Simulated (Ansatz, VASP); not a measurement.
This is a calculation of P for Ansatz 0.2.0. 

File input.yaml:

```yaml
crystal:
  lattice:
    - [1.6477431241, -5.4650377251, 0.0]
    - [1.6477431241, 5.4650377251, 0.0]
    - [0.0, 0.0, 4.54363559]
  atoms:
    - { symbol: P, position: [0.90414313, 0.09585687, 0.58881517] }
    - { symbol: P, position: [0.09585687, 0.90414313, 0.41118483] }
    - { symbol: P, position: [0.59585687, 0.40414313, 0.08881517] }
    - { symbol: P, position: [0.40414313, 0.59585687, 0.91118483] }
hamiltonian:
  xc: pbe
  pseudopotentials: { kind: paw }
kpoints:
  mp_grid: { grid: [8, 8, 6] }
scf:
  occupations: { method: gaussian, width: 0.022 }
output:
  forces: true
  stress: true
  eigenvalues: true
  write_density: true
  write_potential: true
  elf: true
  volumetric_format: npy
```

Potentials or basis: Ansatz PAW.

The run is started by

```bash
$ ansatz run input.yaml --threads 2 --pin off --max-ram 5632MiB --backend cpu --events-out ev --progress --plain --runs-dir out
```

Q: Set up the same calculation for VASP 6.6.1. Potentials or basis there: PBE PAW files P, 520 eV.

A: As run (cutoffs and basis follow the program's own potentials, and thresholds, step limits or extra output files can differ):

INCAR

```
SYSTEM = P
PREC = Accurate ; ENCUT = 520
EDIFF = 1E-6 ; ISMEAR = 0
SIGMA = 0.022 ; LREAL = .FALSE.
LASPH = .TRUE. ; NELM = 100
ALGO = Fast ; ISIF = 2
LWAVE = .FALSE. ; LCHARG = .FALSE.
GGA = PE
```

KPOINTS

```
regular mesh
0
G
  8 8 6
  0 0 0
```

POSCAR

```
P
1.0
    1.6477431241     -5.4650377251      0.0000000000
    1.6477431241      5.4650377251      0.0000000000
    0.0000000000      0.0000000000      4.5436355900
P
4
Direct
    0.9041431300      0.0958568700      0.5888151700
    0.0958568700      0.9041431300      0.4111848300
    0.5958568700      0.4041431300      0.0888151700
    0.4041431300      0.5958568700      0.9111848300
```

Potentials or basis: VASP PAW PBE potentials, release 64 (P).

The run is started by

```bash
$ cat potpaw_PBE.64/P/POTCAR > POTCAR
$ mpirun -np 1 vasp_std > vasp.out
```

Both were run:

|  | Ansatz | VASP |
| --- | --- | --- |
| Pressure | 2.0 GPa | 1.7 GPa |
| Largest force | 0.337 eV/Å | 0.287 eV/Å |

Ansatz's pressure holds a Pulay term of +0.02 GPa for its cutoff of 420 eV, which the other run lacks.

Where Ansatz's input types no cutoff or centring, it takes its own default and a Γ-centred mesh.

Pressure is positive in compression.
